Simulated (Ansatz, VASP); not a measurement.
# W: VASP beside Ansatz

Contents of INCAR:

```
SYSTEM = W
  ALGO = Normal
  EDIFF = 1E-6
  EDIFFG = -0.005
  ENCUT = 600
  IBRION = 2
  ISIF = 3
  ISMEAR = 0
  LASPH = .TRUE.
  LCHARG = .FALSE.
  LREAL = .FALSE.
  LWAVE = .FALSE.
  NELM = 100
  NSW = 100
  PREC = Accurate
  SIGMA = 0.1
```

File KPOINTS:

```
k-points
0
G
  18 18 18
  0 0 0
```

Contents of POSCAR:

```
W
1.0
   -1.5688199714      1.5688199714      1.5688199714
    1.5688199714     -1.5688199714      1.5688199714
    1.5688199714      1.5688199714     -1.5688199714
W
1
Direct
    0.0000000000      0.0000000000      0.0000000000
```

Input for Ansatz:

```yaml
crystal:
  lattice:
    - [-1.5688199727, 1.5688199727, 1.5688199727]
    - [1.5688199727, -1.5688199727, 1.5688199727]
    - [1.5688199727, 1.5688199727, -1.5688199727]
  atoms:
    - { symbol: W, position: [0.0, 0.0, 0.0] }
basis:
  ecutwfc: 420
kpoints:
  mp_grid: { grid: [18, 18, 18] }
hamiltonian:
  xc: lda
scf:
  occupations: { method: gaussian, width: 0.1 }
output:
  forces: true
  stress: true
  eigenvalues: true
relax:
  adjacent_minimum: "off"
  f_tol: 0.005
  max_steps: 80
  cell: { stress_tol: 0.05 }
```

Alike in both runs: task relaxation of cell and atoms; functional LDA; k mesh 18 × 18 × 18; occupations gaussian, width 0.1 eV; no spin polarisation.

|  | VASP | Ansatz |
| --- | --- | --- |
| version | VASP 6.6.1 | Ansatz 0.2.0 |
| potentials or method | VASP PAW LDA potentials, release 64 (W_sv) | scalar-relativistic, plane waves, PAW |
| plane-wave cutoff (eV) | 600 | 420 |
| valence electrons in the cell | 14 | 14 |

VASP gave:

```
gap on the k mesh at the Fermi level, each at its own relaxed structure (eV) : none
relaxed volume (Å³/atom)                                                     : 15.51
relaxed cell length with the largest relative difference (Å)                 : 2.721
```

Problem. Estimate Ansatz's values.

Solution. gap on the k mesh at the Fermi level, each at its own relaxed structure (eV): none; relaxed volume (Å³/atom): 15.42; relaxed cell length with the largest relative difference (Å): 2.716.

A gap of «none» marks a metal or a gap that the smearing closes.

The runs have no spin-orbit coupling, so splittings on W are missing.
